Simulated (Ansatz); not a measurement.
KCl built on the rocksalt prototype, relaxed with r2SCAN in the PAW code Ansatz. Space group Fm-3m (No. 225), cubic; a = 6.290 Å in the conventional setting, 31.10 Å³ an atom. K is surrounded by 6 Cl at 3.14 Å; Cl is surrounded by 6 K at 3.14 Å.

The axes x, y and z are those of this cell:
```
CELL_PARAMETERS angstrom
0.00000 3.14485 3.14485
3.14485 0.00000 3.14485
3.14485 3.14485 0.00000
ATOMIC_POSITIONS crystal
K 0.00000 0.00000 0.00000
Cl 0.50000 0.50000 0.50000
```

Unstrained: With PBE the gap is 5.194 eV and direct, at Γ. The r2SCAN gap is direct at Γ: 5.831 eV. HSE06 gives a direct gap of 6.505 eV at Γ. Meshes: PBE 8×8×8, r2SCAN 8×8×8, HSE06 6×6×6. Strains are changes of length per length. After each strain the atoms were relaxed again with r2SCAN within the symmetry that the strain leaves, so tilts or polar shifts that break it weren't tested; points keep the names that they have in the unstrained zone. The values are computed, spin-unpolarised, and not measurements.

Problem. For epitaxial +3.35 % in the plane normal to [111], how far does the free direction move, and what happens to the gap?

Solution. The normal strain at zero normal stress is -3.60 %, 1.08 of the in-plane strain with the sign turned. PBE: the gap goes from 5.194 to 4.994 eV (-0.200 eV); with r2SCAN the top three valence levels at Γ, degenerate before, become 1+2 from the top over 119 meV. r2SCAN: the gap goes from 5.831 to 5.627 eV (-0.204 eV). HSE06: the gap goes from 6.505 to 6.295 eV (-0.210 eV).

Problem. One strain changed the r2SCAN stress by xx +0.64, yy +0.64, zz +0.13 GPa (compression positive) and the gap by +0.077 eV (PBE), +0.078 eV (r2SCAN), +0.082 eV (HSE06). Which kind of strain was it, and roughly how large?

Solution. Biaxial -1.13 % in x and y, z held. The pattern of the stress gives the kind; the size needs the stiffness, so it is an estimate.

Problem. Estimate what isotropic -0.31 % on every length does to the gap.

Solution. PBE: the gap goes from 5.194 to 5.227 eV (+0.033 eV). r2SCAN: the gap goes from 5.831 to 5.865 eV (+0.034 eV). HSE06: the gap goes from 6.505 to 6.540 eV (+0.035 eV). The r2SCAN energy rises by 0.2 meV an atom.

The meshes of the hybrids are coarse, so their gaps aren't converged to the digits shown.

The splittings at Γ are without spin-orbit coupling, which regroups them where it is of like size or larger.
